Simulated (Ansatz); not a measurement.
# Al in Ansatz: the effect of functional

The system is Al.

```xyz
1
Lattice="0.0000 2.0248 2.0248 2.0248 0.0000 2.0248 2.0248 2.0248 0.0000" Properties=species:S:1:pos:R:3 pbc="T T T"
Al    0.0000    0.0000    0.0000
```

Alike in all runs:

- Program: Ansatz 0.2.0
- Task: band structure
- Potentials or basis: Ansatz PAW
- k mesh: 6 × 6 × 6
- Occupations: fermi-dirac, width 0.05 eV
- Spin: no spin polarisation

```csv
functional,cutoff,pressure (GPa)
LDA,420 eV (not typed: the program's choice for these potentials),-3.2
PBEsol,420 eV (not typed: the program's choice for these potentials),-1.5
RPBE,420 eV (not typed: the program's choice for these potentials),1.4
revPBE,420 eV (not typed: the program's choice for these potentials),1.1
BLYP,420 eV (not typed: the program's choice for these potentials),?
r2SCAN,500 eV (not typed: the program's choice for these potentials),-3.0
```

Problem. What does the run with functional BLYP give?

Solution. Pressure 3.5 GPa.

Caveats: all runs use coarse meshes; the PAW data sets come from PBE, with cores solved anew for the run's functional, which leaves a small shift of forces and pressure.

Runs at the PBE level aren't shown here.
